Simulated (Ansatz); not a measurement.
InSe:

```
In Se
1.0
     4.05000    0.00000    0.00000
    -2.02500    3.50740    0.00000
     0.00000    0.00000   16.93000
In Se
4 4
Direct
  0.66667 0.33333 0.84300
  0.33333 0.66667 0.34300
  0.66667 0.33333 0.65700
  0.33333 0.66667 0.15700
  0.66667 0.33333 0.39800
  0.33333 0.66667 0.89800
  0.66667 0.33333 0.10200
  0.33333 0.66667 0.60200
```

Base run:

```yaml
Program: Ansatz 0.2.0
Functional: PBE0
Potentials_or_basis: Ansatz PAW
Cutoff: 420 eV
Density_cutoff: 1680 eV
k_mesh: 6 × 6 × 2
Occupations: fermi-dirac, width 0.05 eV
Spin: no spin polarisation
```

Its results: band gap on the k mesh 0.85 eV, direct; largest force 2.899 eV/Å.

Problem. The run is repeated on the same cell with these changes: functional from PBE0 to HSE06. What comes out?

Solution. Band gap on the k mesh 0.30 eV, direct; largest force 2.882 eV/Å.

Caveats: spin-orbit coupling is left out, which moves the levels of the heavy elements; the PAW data sets come from PBE, with cores solved anew for the run's functional, which leaves a small shift of forces and pressure; forces of over 1 eV/Å show positions far from the minimum, so gaps and moduli don't describe the material at rest.

Not every run made on this cell is shown here.
